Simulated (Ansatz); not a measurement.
Write a Python script for Ansatz 0.2.0 through its Python package that makes band-curvature effective masses by finite differences of Li₂S, space group Fm-3m. Settings (first run): LDA, PAW, cutoff 476 eV, 5×5×5 k-points, fixed occupations.

```xyz
3
Lattice="0.0000 2.8445 2.8445 2.8445 0.0000 2.8445 2.8445 2.8445 0.0000" Properties=species:S:1:pos:R:3 pbc="T T T"
Li    1.4223    1.4223    1.4223
Li    4.2668    4.2668    4.2668
S     0.0000    0.0000    0.0000
```

The script, `mass_li2s.py`:
```python
"""Band curvature masses of Li2S."""

import logging
import sys

import ansatz as az
import numpy as np

logging.basicConfig(stream=sys.stdout, format="%(levelname)s %(message)s")
log = logging.getLogger("calc")
log.setLevel(logging.INFO)

lattice = az.Lattice.of(
    [0.0, 2.8445, 2.8445],
    [2.8445, 0.0, 2.8445],
    [2.8445, 2.8445, 0.0],
)
sites = [
    ("Li", [0.25, 0.25, 0.25]),
    ("Li", [0.75, 0.75, 0.75]),
    ("S", [0.0, 0.0, 0.0]),
]
li2s = az.Crystal(lattice=lattice)
for symbol, position in sites:
    li2s = li2s.atom(symbol, position)

model = (
    li2s.calculation()
    .functional("lda")
    .basis(35 * az.Ry)
    .kpoints(5, center="gamma")
    .occupations("fixed")  # no smearing
)
# find the band extrema among the mesh points first
outcome = model.band_table().run(threads=1, backend="cpu")
report = outcome.report
levels = np.array(report["eigenvalues_ev"])
filled = round(report["n_electrons"] / 2)
edges = {"top filled band": (filled - 1, levels[:, filled - 1].argmax()), "lowest empty band": (filled, levels[:, filled].argmin())}
gap = levels[:, filled].min() - levels[:, filled - 1].max()
log.info(f"gap on the mesh {gap:.3f} eV")
if gap <= 0.05:
    log.info("no gap: band-edge masses have no meaning here")
    edges = {}
reciprocal = 2 * np.pi * np.linalg.inv(outcome.lattice.cell_ang).T
step = 0.02  # 1/A

# second differences give the curvature tensor; masses are hbar^2/m_e = 7.61996 eV A^2 over its eigenvalues
# a slope that is not zero means that the extremum lies off this mesh point
pairs = [(0, 1), (0, 2), (1, 2)]
moves = [sign * axis for axis in np.eye(3) for sign in (-1, 1)]
moves += [s1 * np.eye(3)[i] + s2 * np.eye(3)[j] for i, j in pairs for s1 in (1, -1) for s2 in (1, -1)]
for name, (band, index) in edges.items():
    together = int(np.sum(np.abs(levels[index] - levels[index, band]) < 2e-3))
    print(name, "at k =", np.round(report["kpoints_frac"][index], 4), f"E = {levels[index, band]:.4f} eV, degeneracy {together}")
    centre = np.array(report["kpoints_frac"][index]) @ reciprocal
    points = [centre] + [centre + step * move for move in moves]
    table = model.band_structure(points, intervals=1, cartesian=True).run(threads=1, backend="cpu").band_structure().channels[0].eigenvalues_ev
    if together > 1:
        level = np.flatnonzero(np.abs(levels[index] - levels[index, band]) < 2e-3)
        along = (table[1, level] + table[2, level] - 2 * table[0, level]) / step ** 2
        print("  degenerate level, no single mass tensor; masses of its branches along x:", np.round(7.61996 / along, 3), "m_e")
        continue
    e = table[:, band]
    hessian = np.diag((e[1:7:2] + e[2:7:2] - 2 * e[0]) / step ** 2)
    for (i, j), (pp, pm, mp, mm) in zip(pairs, e[7:].reshape(3, 4)):
        hessian[i, j] = hessian[j, i] = (pp - pm - mp + mm) / (4 * step ** 2)
    curvatures, axes = np.linalg.eigh(hessian)
    slope = (e[2:7:2] - e[1:7:2]) / (2 * step)
    print("  slope (eV A):", np.round(slope, 3) + 0.0, "" if np.abs(slope).max() < 0.05 else "- no extremum here, so these are local curvatures and no band-edge masses")
    for curvature, axis in zip(curvatures, axes.T):
        print(f"  principal mass {7.61996 / curvature:8.3f} m_e along", np.round(axis, 2) + 0.0)
```

Output of `python mass_li2s.py`:
```text
INFO gap on the mesh 3.451 eV
top filled band at k = [0. 0. 0.] E = 2.1779 eV, degeneracy 3
  degenerate level, no single mass tensor; masses of its branches along x: [-0.466 -0.912 -0.912] m_e
lowest empty band at k = [0.  0.4 0.4] E = 5.6290 eV, degeneracy 1
  slope (eV A): [-2.524  0.     0.   ] - no extremum here, so these are local curvatures and no band-edge masses
  principal mass    0.760 m_e along [1. 0. 0.]
  principal mass    0.348 m_e along [ 0.   -0.73 -0.68]
  principal mass    0.348 m_e along [ 0.    0.68 -0.73]
```

Reading the output:
- Along an axis with an odd division the mesh misses the point at one half; a gap read on a finite mesh is an upper bound on this functional's gap.
- Semilocal gaps usually lie well under measured ones.
- Of the deposited cell: the entry's cell lengths or inner coordinates differ somewhat from later room-temperature determinations.
- The structure is a deposited one; some such entries were measured under pressure or heat, so a shift against it needn't be the functional's error alone.
- Levels are Kohn-Sham eigenvalues on this mesh.
- The masses are finite-difference curvatures at extrema found on a coarse mesh, which needn't be the true band edges; a step that is long against the gap makes them too heavy. Negative values are curvatures of valence bands (the hole mass is their size). Spin-orbit coupling is left out, and light masses scale with the Kohn-Sham gap.
- It ran for 1.4 s on 1 thread of Intel(R) Xeon(R) 6975P-C (Granite Rapids) (shared host), peak memory 0.37 GiB.

(Lines on the test bed's own set-up are left out of the output.)
